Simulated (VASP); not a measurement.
Set up this calculation in VASP 6.6.1, as the native input.

```yaml
Task: band structure
Functional: HSE06
Potentials_or_basis: VASP PAW PBE potentials, release 64 (B, As)
Cutoff: 520 eV
k_mesh: 6 × 6 × 6
Occupations: gaussian, width 0.02 eV
Spin: no spin polarisation
Grid_for_exact_exchange_PRECFOCK: Fast
Screening_parameter: 0.2 1/A
Further_INCAR_settings: ALGO = Normal; EDIFF = 1e-06
```

Crystal: BAs.

```
CELL_PARAMETERS angstrom
0.00000 2.38850 2.38850
2.38850 0.00000 2.38850
2.38850 2.38850 0.00000
ATOMIC_POSITIONS crystal
B 0.00000 0.00000 0.00000
As 0.25000 0.25000 0.25000
```

The input as run:

POSCAR

```
BAs
1.0
    0.0000000000      2.3885000000      2.3885000000
    2.3885000000      0.0000000000      2.3885000000
    2.3885000000      2.3885000000      0.0000000000
B As
1 1
Direct
    0.0000000000      0.0000000000      0.0000000000
    0.2500000000      0.2500000000      0.2500000000
```

INCAR.step1

```
SYSTEM = BAs
PREC     = Accurate       ! precision mode
ENCUT    = 520            ! plane-wave cutoff, eV
EDIFF    = 1E-5           ! SCF threshold, eV
ISMEAR   = 0              ! smearing method
SIGMA    = 0.02           ! smearing width, eV
LREAL    = .FALSE.        ! projectors in reciprocal space
LASPH    = .TRUE.         ! aspherical terms in the spheres
NELM     = 60             ! most SCF steps
ALGO     = Normal         ! electronic algorithm
ISIF     = 2              ! what is computed and relaxed
LWAVE    = .TRUE.         ! write WAVECAR
LCHARG   = .FALSE.        ! write CHGCAR
GGA      = PE             ! functional
```

INCAR.step2

```
SYSTEM = BAs
PREC     = Accurate       ! precision mode
ENCUT    = 520            ! plane-wave cutoff, eV
EDIFF    = 1E-6           ! SCF threshold, eV
ISMEAR   = 0              ! smearing method
SIGMA    = 0.02           ! smearing width, eV
LREAL    = .FALSE.        ! projectors in reciprocal space
LASPH    = .TRUE.         ! aspherical terms in the spheres
NELM     = 60             ! most SCF steps
ALGO     = Normal         ! electronic algorithm
ISIF     = 2              ! what is computed and relaxed
LWAVE    = .FALSE.        ! write WAVECAR
LCHARG   = .FALSE.        ! write CHGCAR
GGA      = PE             ! functional
LHFCALC  = .TRUE.         ! exact exchange
HFSCREEN = 0.2            ! screening, 1/A
PRECFOCK = Fast         
ISTART   = 1
```

KPOINTS

```
Automatic mesh
0
G
  6 6 6
  0 0 0
```

KPOINTS_OPT

```
path GXWKGLUWLK,UX
8
line-mode
reciprocal
 0.0000000000  0.0000000000  0.0000000000  G
 0.5000000000  0.0000000000  0.5000000000  X

 0.5000000000  0.0000000000  0.5000000000  X
 0.5000000000  0.2500000000  0.7500000000  W

 0.5000000000  0.2500000000  0.7500000000  W
 0.3750000000  0.3750000000  0.7500000000  K

 0.3750000000  0.3750000000  0.7500000000  K
 0.0000000000  0.0000000000  0.0000000000  G

 0.0000000000  0.0000000000  0.0000000000  G
 0.5000000000  0.5000000000  0.5000000000  L

 0.5000000000  0.5000000000  0.5000000000  L
 0.6250000000  0.2500000000  0.6250000000  U

 0.6250000000  0.2500000000  0.6250000000  U
 0.5000000000  0.2500000000  0.7500000000  W

 0.5000000000  0.2500000000  0.7500000000  W
 0.5000000000  0.5000000000  0.5000000000  L

 0.5000000000  0.5000000000  0.5000000000  L
 0.3750000000  0.3750000000  0.7500000000  K

 0.6250000000  0.2500000000  0.6250000000  U
 0.5000000000  0.0000000000  0.5000000000  X
```

Potentials or basis: VASP PAW PBE potentials, release 64 (B, As).

Launch:

```console
$ cat potpaw_PBE.64/B/POTCAR potpaw_PBE.64/As/POTCAR > POTCAR
$ cp INCAR.step1 INCAR
$ mpirun -np 1 vasp_std > vasp.out
$ cp INCAR.step2 INCAR
$ mpirun -np 1 vasp_std > vasp.out
```

Results of the run:

- Pressure: -0.6 GPa
- Band gap on the k mesh: 1.96 eV, indirect (least direct gap 4.13 eV)
- Band gap along the path: 1.88 eV, indirect (least direct gap 4.13 eV)

Caveat: the PAW data sets were made with another functional, which shifts forces and pressure a little; the mesh misses the band edges, which the band path finds closer together.

Run time: 10 min on 1 thread of AMD EPYC 9R45 (Zen 5), with other jobs on the host, peak memory 0.25 GiB.
